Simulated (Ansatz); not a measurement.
# PbSe: the cost of one run

Method: DFT PBEsol, scalar-relativistic, in Ansatz 0.2.0.

## 1. The structure to begin with

Symmetry: Fm-3m, No. 225, cubic system. The conventional cell has a = 6.124 Å, b = 6.124 Å, c = 6.124 Å, α = 90.00°, β = 90.00°, γ = 90.00°. Pb (site symmetry m-3m) is surrounded by 6 Se at 3.06 Å. Around Se (site symmetry m-3m) lie 6 Pb at 3.06 Å.

Coordinates:

```xyz
2
Lattice="0.0000 3.0622 3.0621 3.0622 0.0000 3.0621 3.0622 3.0622 0.0000" Properties=species:S:1:pos:R:3 pbc="T T T"
Pb    0.0000    0.0000    0.0000
Se    3.0622    3.0622    3.0621
```

Atoms are numbered in the order of the input: Pb1, Se2.

## 2. After the deformation

Space group Fm-3m before, I4/mmm after.

## 3. LAPW, all electrons

input.yaml

```yaml
crystal:
  lattice:
    - [0.0, 3.1540145, 3.06215]
    - [3.1540145, 0.0, 3.06215]
    - [3.1540145, 3.1540145, 0.0]
  atoms:
    - { symbol: Pb, position: [0.0, 0.0, 0.0] }
    - { symbol: Se, position: [0.5, 0.5, 0.5] }
kpoints:
  mp_grid: { grid: [9, 9, 9] }
  band_path:
    path:
      - [0.0, 0.0, 0.0]
      - [0.0, 0.5, 0.5]
      - [0.25, 0.75, 0.5]
      - [0.0, 0.5, 0.0]
      - [0.0, 0.0, 0.0]
      - [0.5, 0.5, 0.0]
      - [0.3826125, 0.6173875, 0.0]
      - [-0.3826125, 0.3826125, 0.0]
      - [0.0, 0.0, 0.0]
    npoints: 5
scf:
  occupations: { method: fermi_dirac, width: 0.01 }
hamiltonian:
  xc: pbesol
  pseudopotentials: { kind: all_electron, lapw: { basis_error: 0.00025 } }
output:
  forces: true
  stress: true
  eigenvalues: true
```

Launch:

```
> ansatz run input.yaml --threads 1 --pin off --max-ram 3072MiB --backend cpu --events-out ev --progress --plain --runs-dir out
```

What time and memory should one allow on 1 thread of Arm Neoverse V1, shared host?

About 38 s, with a peak of 0.48 GiB.
